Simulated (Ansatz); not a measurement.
Te:

```xyz
3
Lattice="4.4540 0.0000 0.0000 -2.2270 3.8573 0.0000 0.0000 0.0000 5.9240" Properties=species:S:1:pos:R:3 pbc="T T T"
Te    1.6279    2.8197    0.0000
Te   -0.5991    1.0376    3.9493
Te    1.1981    0.0000    1.9747
```

| Property | Result |
| --- | --- |
| Program | Ansatz 0.2.0 |
| Task | relaxation of cell and atoms |
| Functional | LDA |
| Potentials or basis | Ansatz PAW |
| Cutoff | 420 eV (not typed: the program's choice for these potentials) |
| k mesh | 7 × 7 × 5 |
| Occupations | fermi-dirac, width 0.05 eV |
| Spin | no spin polarisation |

At the start: volume 33.93 Å³/atom.

Q: Where does the relaxation end?

A: It ends after 6 steps and the volume is 31.38 Å³/atom (-7.5 %); space group P3_121 (No. 152, to 0.05 Å).

Step by step:
| step | energy change (eV) | largest force (eV/Å) | volume (Å³) |
| --- | --- | --- | --- |
| 1 | 0.0000 | 0.0552 | 101.78 |
| 2 | -0.0398 | 0.2320 | 93.88 |
| 3 | -0.0558 | 0.1000 | 95.08 |
| 4 | -0.0570 | 0.0251 | 92.32 |
| 5 | -0.0614 | 0.0006 | 94.13 |
| 6 | -0.0597 | 0.0005 | 94.13 |

Final structure:
```xyz
3
Lattice="4.2859 0.0000 0.0000 -2.1430 3.7117 0.0000 0.0000 0.0000 5.9173" Properties=species:S:1:pos:R:3 pbc="T T T"
Te    1.5302    2.6504    0.0000
Te   -0.6128    1.0613    3.9449
Te    1.2255    0.0000    1.9724
```

Caveat: the plane-wave basis is chosen anew once the cell has moved, so the energies of steps on either side of that aren't comparable; the PAW data sets come from PBE, with cores solved anew for the run's functional, which leaves a small shift of forces and pressure.
